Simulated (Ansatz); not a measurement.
# Ca: single points about a listed cell

Aim: see how energy, forces, stress and gap of Ca answer to random distortions, further strains and shifts, swapped elements. Nothing is relaxed unless a step says so.

Program: Ansatz 0.2.0. Level of theory: DFT PBEsol, scalar-relativistic, plane waves, PAW. These are calculated values, not measurements.

## 1. The system as given

The structure is cubic, space group Pm-3m (No. 221). The conventional cell has a = 3.489 Å, b = 3.489 Å, c = 3.489 Å, α = 90.00°, β = 90.00°, γ = 90.00°. Ca (site symmetry m-3m) has 6 Ca at 3.49 Å as nearest neighbours.

Structure file:

```
CELL_PARAMETERS angstrom
3.48866 0.00000 0.00000
0.00000 3.48866 0.00000
0.00000 0.00000 3.48866
ATOMIC_POSITIONS crystal
Ca 0.00000 0.00000 0.00000
```

The structure comes from the Materials Project (structure only).

## 2. One element swapped, cell strained: Ca → Sr, first probe

What differs from the listed cell: Sr takes all sites of Ca, and lengths are scaled by 1.065 as a first guess of the size; strain xx, yy, zz, yz, xz, xy = -2.2, -2.2, -2.2, +0.0, +0.0, +0.0 %.

File input.yaml:

```yaml
crystal:
  lattice:
    - [3.6344273476, 0.0, 0.0]
    - [0.0, 3.6344273476, 0.0]
    - [0.0, 0.0, 3.6344273476]
  atoms:
    - { symbol: Sr, position: [0.0, 0.0, 0.0] }
basis:
  ecutwfc: 420
kpoints:
  mp_grid: { grid: [6, 6, 6] }
hamiltonian:
  xc: pbesol
scf:
  occupations: { method: gaussian, width: 0.1 }
output:
  forces: true
  stress: true
  eigenvalues: true
```

Command:

```
$ ansatz run input.yaml --threads 1 --pin off --max-ram 1331MiB --backend cpu --events-out ev --progress --plain --runs-dir out
```

## 3. One element swapped, cell strained: Ca → Sr

Changes to input.yaml since step 2:

```diff
@@ -10,3 +10,3 @@
 kpoints:
-  mp_grid: { grid: [6, 6, 6] }
+  mp_grid: { grid: [12, 12, 12] }
 hamiltonian:
```

## 4. A change within a subgroup

File input.yaml:

```yaml
crystal:
  lattice:
    - [3.4472459892, 0.0, 0.0]
    - [0.0, 3.4472459892, 0.0]
    - [0.0, 0.0, 3.4995758343]
  atoms:
    - { symbol: Ca, position: [0.0, 0.0, 0.0] }
basis:
  ecutwfc: 420
kpoints:
  mp_grid: { grid: [10, 10, 10] }
hamiltonian:
  xc: pbesol
scf:
  occupations: { method: gaussian, width: 0.1 }
output:
  forces: true
  stress: true
  eigenvalues: true
  populations: true
```

## 5. Random moves and strain, cell strained

File input.yaml:

```yaml
crystal:
  lattice:
    - [3.480667317, 0.0045352532, -0.0170246429]
    - [0.0045352532, 3.5465331487, -0.0154896341]
    - [-0.0170246429, -0.0154896341, 3.5077044036]
  atoms:
    - { symbol: Ca, position: [0.0, 0.0, 0.0] }
basis:
  ecutwfc: 420
kpoints:
  mp_grid: { grid: [10, 10, 10] }
hamiltonian:
  xc: pbesol
scf:
  occupations: { method: gaussian, width: 0.1 }
output:
  forces: true
  stress: true
  eigenvalues: true
```

**Question.** What will these runs give? Wanted: for each run, case; energy; pressure; largest force.

As calculated:

| step | case | energy (meV/atom) | pressure (GPa) | largest force (eV/Å) | gap on the mesh (eV) |
| --- | --- | --- | --- | --- | --- |
| 3 | one element swapped, cell strained: Ca → Sr | n/a | 1.0 | 0.00 | 0.00 |
| 4 | a change within a subgroup | +0.0 | -0.2 | 0.00 | 0.00 |
| 5 | random moves and strain, cell strained | +4.5 | -0.6 | 0.00 | 0.00 |

Energies are counted from step 4, with the smearing taken to zero. Other atoms or functionals have another zero of energy (n/a). A gap of 0.00 means none on the mesh at this level.

What this shows: With one atom in the cell, moving it shifts the whole crystal, so no force arises from that. The distorted cells of the listed formula and level show no gap on the mesh.
